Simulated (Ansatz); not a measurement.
CuO: equation of state with PBE

Crystal: CuO.

```
CELL_PARAMETERS angstrom
2.55255 0.00000 0.00000
0.00000 2.55255 0.00000
0.00000 0.00000 2.55255
ATOMIC_POSITIONS crystal
Cu 0.00000 0.00000 0.00000
O 0.50000 0.50000 0.50000
```

Measurements of this composition are mostly on another form, of space group No. 15.

```
Program             : Ansatz 0.2.0
Task                : equation of state
Functional          : PBE
Potentials or basis : Ansatz PAW
Cutoff              : 420 eV
Density cutoff      : 1680 eV
k mesh              : 10 × 10 × 10
Occupations         : fermi-dirac, width 0.05 eV
Spin                : no spin polarisation
```

```json
{
 "Equilibrium volume": "9.17 Å³/atom (rough: see the caveat)",
 "Bulk modulus": "167 GPa (rough)"
}
```

Energy against volume, from the lowest point:
```
volume (Å³/atom)  energy (meV/atom)
           7.817             135.02
           7.983              97.51
           8.149              66.93
           8.316              42.41
           8.482              23.57
           8.648               9.55
           8.815               0.00
```

All runs of the series together: 12 s on 2 threads of AMD EPYC (Zen 3), with other jobs on the host.

Caveat: the minimum lies outside the volumes run; the run has no spin polarisation, though such a crystal can be magnetic.
